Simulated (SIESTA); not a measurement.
Si2Mo in SIESTA: the effect of dispersion

The system is Si2Mo.

```xyz
3
Lattice="4.5353 0.0000 0.0000 2.2774 3.9220 0.0000 -3.4064 -1.9610 2.2627" Properties=species:S:1:pos:R:3 pbc="T T T"
Mo    0.0000    0.0000    0.0000
Si    4.5441    2.6160    0.0000
Si    2.2686    1.3060    0.0000
```

Alike in all runs:

- Program: SIESTA 5.4.2
- Task: single point
- Functional: PBE
- Potentials or basis: PseudoDojo 0.4 standard (PBE files)
- Basis: DZP (energy shift 0.003 Ry; two zetas on semicore shells)
- Grid cutoff: 800 Ry
- Energy shift: 0.003 Ry
- k mesh: 12 × 12 × 12
- Occupations: fermi-dirac, width 0.05 eV
- Spin: no spin polarisation

| dispersion | largest force (eV/Å) |
| --- | --- |
| none | 0.24 |
| D3 | ? |
| D3(BJ) | 0.24 |
| D4 | 0.25 |

Question: What does the run with dispersion D3 give?

Answer: Largest force 0.23 eV/Å.
